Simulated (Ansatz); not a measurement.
The geometry is COD entry 2106877, unchecked; take it as a test cell. The listed cell was then made from it by scaling, straining or moving an atom.

An input for O: DFT, PBE, PAW with Ansatz's default frozen-core files, scalar-relativistic (Ansatz 0.2.0).

Command: `ansatz run input.yaml --threads 1 --pin off --max-ram 2048MiB --backend cpu --events-out ev --progress --plain --runs-dir out` The run took about 2.7 s on 1 thread of a shared machine.

```yaml
crystal:
  lattice:
    - [0.0, 2.1215076915, 3.3670019701]
    - [1.4881406827, 0.0, 3.3670019701]
    - [1.4881406827, 2.1215076915, 0.0]
  atoms:
    - { symbol: O, position: [0.0871, 0.0871, 0.9129] }
    - { symbol: O, position: [0.9129, 0.9129, 0.0871] }
kpoints:
  mp_grid: { grid: [12, 12, 12] }
scf:
  occupations: { method: fermi_dirac, width: 0.01 }
hamiltonian:
  xc: pbe
  pseudopotentials: { kind: paw }
output:
  forces: true
  stress: true
  eigenvalues: true
  efg: { contact_densities: true }
```

Set-up and iterations as logged by Ansatz (the results part is left out, to be predicted):

```
Engine: ansatz 0.2.0
Pseudopotentials: kind: paw
Pseudopotential: O, paw, valence charge 6, recommended cutoff 420 eV (normal)
Functional definition: PBE
  parameter kappa = 0.804
  parameter beta = 0.06672455060314922
  exchange = pbe_x(kappa = kappa, mu = beta*pi^2/3)
  correlation = pbe_c(beta = beta)
Crystal: 2 atoms, lattice volume = 21.260 Å³
Basis set: ecut = 420 eV, 405 PW (Γ), exchange–correlation on 54×50×36 points (8 copies of the dense FFT grid, shifted against one another)
Bands: 10, of which v1, the nominal top of the filled ones, is band 6 counted from 1 (5 counted from 0)
Symmetry: 8 space group operations
Space group: Fmmm (ITA 69), of the structure as read, at distance tolerance 2.8e-5 Å
k-points: 280 of 1728
Non-local potential: O, projectors of the file, l = 0: 2, l = 1: 2, l = 2: 1
PAW form: soft (Blöchl's): semilocal exchange-correlation on the pseudo side does not see the compensation charge
PAW one-centre angular grid: O, 110 points (default); XC on 64 Gauss nodes
Initial density: superposition of atomic densities (neutral atoms: chi_scale 0, normalization atom), corrected by the library's trained network
Initial wavefunctions: pseudopotential atomic-orbital guess
Functional: x = pbe(κ = 0.804, μ = 0.2195149727645171), c = pbe(β = 0.06672455060314922)
SCF iter   1: F=—  HF=-1129.503978 eV  |F-HF|=—  |Δ(HF+E_count)|=         —  Δρ=1.88e-2  dr2=2.18e-2  ethr=1.77e-3  ⟨swp⟩=6.1  Hψ=17576  notcnv=0
SCF iter   2: F=—  HF=-1129.500671 eV  |F-HF|=—  |Δ(HF+E_count)|=   3.31e-3  Δρ=6.80e-3  dr2=4.51e-3  ethr=1.82e-4  ⟨swp⟩=2.0  Hψ=6097  notcnv=0  defer=41
SCF iter   3: F=—  HF=-1129.499952 eV  |F-HF|=—  |Δ(HF+E_count)|=   7.19e-4  Δρ=1.01e-3  dr2=9.55e-5  ethr=3.76e-5  ⟨swp⟩=2.7  Hψ=5201  notcnv=0  defer=41
SCF iter   4: F=—  HF=-1129.499975 eV  |F-HF|=—  |Δ(HF+E_count)|=   2.26e-5  Δρ=1.72e-4  dr2=4.79e-6  ethr=7.96e-7  ⟨swp⟩=2.6  Hψ=5305  notcnv=0  defer=41
iter 5 did not close the SCF: its close was put off for the readings that it lacked (scf_convergence_deferred on its scf_iter line)
SCF iter   5: F=-1129.499976 eV  HF=-1129.499976 eV  |F-HF|=6.55e-8  |Δ(HF+E_count)|=   1.26e-6  Δρ=3.15e-5  dr2=7.21e-8  ethr=3.99e-8  ⟨swp⟩=2.1  Hψ=3940  notcnv=0  defer=41
SCF iter   6: F=-1129.499976 eV  HF=-1129.499976 eV  |F-HF|=2.48e-9  |Δ(HF+E_count)|=   7.57e-8  Δρ=4.86e-6  dr2=1.65e-9  ethr=6.01e-10  ⟨swp⟩=2.5  Hψ=9649  notcnv=0
```

Solid oxygen carries moments on its molecules; these runs leave spin out.

Question: What pressure will this run report?

Answer: 10.00 GPa (positive in compression).

Question: How large will the largest force be?

Answer: 3.086 eV/Å.
